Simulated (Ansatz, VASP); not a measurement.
## MgTe: VASP beside Ansatz

```xyz
4
Lattice="4.6072 0.0000 0.0000 -2.3036 3.9899 0.0000 0.0000 0.0000 7.5055" Properties=species:S:1:pos:R:3 pbc="T T T"
Mg    0.0000    2.6599    0.0332
Mg    2.3036    1.3300    3.7859
Te    0.0000    2.6599    2.8564
Te    2.3036    1.3300    6.6092
```

Alike in both runs: task single point; functional PBE; k mesh 9 × 9 × 4; occupations gaussian, width 0.02 eV; no spin polarisation.

|  | VASP | Ansatz |
| --- | --- | --- |
| version | VASP 6.6.1 | Ansatz 0.2.0 |
| potentials or method | VASP PAW PBE potentials, release 64 (Mg, Te) | scalar-relativistic, plane waves, PAW |
| plane-wave cutoff (eV) | 520 | 420 |
| valence electrons in the cell | 16 | 52 |

|  | VASP | Ansatz | Ansatz less VASP |
| --- | --- | --- | --- |
| gap on the k mesh at the Fermi level (eV) | 2.36 | 2.37 | +0.010 |
| pressure (GPa) | 0.0 | 0.0 | +0.02 |

The functional is the same, so the differences come from potentials, cutoffs and numerics. The two sets of potentials don't hold the same shells in valence.

Caveats: spin-orbit coupling is left out, which moves the levels of the heavy elements. A hybrid or GW would open this gap; PBE tends to underestimate it.
